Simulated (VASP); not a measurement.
Here is a VASP 6.6.1 calculation.

The input INCAR:

```
PREC = Accurate
ENCUT = 520
EDIFF = 0.05
ISMEAR = 0
SIGMA = 0.1
LREAL = F
LASPH = T
NELM = 80
ALGO = Normal
ISIF = 3
LWAVE = F
LCHARG = F
GGA = PE
IBRION = 2
NSW = 80
EDIFFG = -0.002
```

Contents of KPOINTS:

```
Automatic mesh
0
Gamma
  18 18 18
```

File POSCAR:

```
Au
1.0
    0.0000000000      2.0350000000      2.0350000000
    2.0350000000      0.0000000000      2.0350000000
    2.0350000000      2.0350000000      0.0000000000
Au
1
Direct
    0.0000000000      0.0000000000      0.0000000000
```

Potentials or basis: VASP PAW PBE potentials, release 64 (Au).

Run with:

```bash
$ cat potpaw_PBE.64/Au/POTCAR > POTCAR
$ mpirun -np 1 vasp_std > vasp.out
```

(1) What does it give for the relaxed volume?

(2) Estimate the space group after relaxing (to 0.05 Å).

Results:

(1) 17.94 Å³/atom.

(2) Fm-3m (No. 225).
